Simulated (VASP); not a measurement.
Input for VASP

INCAR:
```
ENCUT = 400
NELM = 100
LREAL = F
LASPH = T
LMAXMIX = 4   ! l cut-off of mixed one-centre charges
GGA = PE   ! PBE
ISIF = 2
EDIFF = 1E-6   ! SCF stop (eV)
ISMEAR = 1   ! Methfessel-Paxton
ALGO = Normal
PREC = Accurate
LCHARG = F
SIGMA = 0.05
LWAVE = F
SYSTEM = RuO2
```

**POSCAR**
```
RuO2
1
    4.4080900000     0.0000000000     0.0000000000
    0.0000000000     4.4080900000     0.0000000000
    0.0000000000     0.0000000000     3.0596920000
Ru O
2 4
Direct
  0.5000000000   0.5000000000   0.5000000000
  0.0000000000   0.0000000000   0.0000000000
  0.8054400000   0.1945600000   0.5000000000
  0.1945600000   0.8054400000   0.5000000000
  0.3054400000   0.3054400000   0.0000000000
  0.6945600000   0.6945600000   0.0000000000
```

**KPOINTS**
```
Automatic
0
Gamma
9 9 13
0 0 0
```

POTCAR, in this order: Ru_pv O (PBE.64 set). Program: vasp_std.

Write an equivalent input for Quantum ESPRESSO's pw.x.

One equivalent input (not run):
```
&CONTROL
  calculation = 'scf'
  pseudo_dir = './pseudo'
  outdir = './out'
  tprnfor = .true.
  tstress = .true.
/
&SYSTEM
  ibrav = 0
  nat = 6
  ntyp = 2
  ecutwfc = 84
  occupations = 'smearing'
  smearing = 'methfessel-paxton'
  degauss = 0.003675
  input_dft = 'pbe'
/
&ELECTRONS
  conv_thr = 7.3e-08
  electron_maxstep = 100
/
ATOMIC_SPECIES
  Ru 101.070 Ru.upf
  O 15.999 O.upf
CELL_PARAMETERS angstrom
     4.4080900    0.0000000    0.0000000
     0.0000000    4.4080900    0.0000000
     0.0000000    0.0000000    3.0596920
ATOMIC_POSITIONS crystal
  Ru   0.5000000  0.5000000  0.5000000
  Ru   0.0000000  0.0000000  0.0000000
  O    0.8054400  0.1945600  0.5000000
  O    0.1945600  0.8054400  0.5000000
  O    0.3054400  0.3054400  0.0000000
  O    0.6945600  0.6945600  0.0000000
K_POINTS automatic
  9 9 13 0 0 0
```
What does not carry over: the potentials are each code's own (VASP's PAW set, PseudoDojo norm-conserving files in pw.x), so ENCUT and ecutwfc are chosen apart and not converted; conv_thr bounds pw.x's estimated SCF error, while EDIFF bounds the energy change between steps.

The structure comes from a computed database's RuO2 entry; how it stands against other phases isn't given here. The cell was not relaxed at this level.
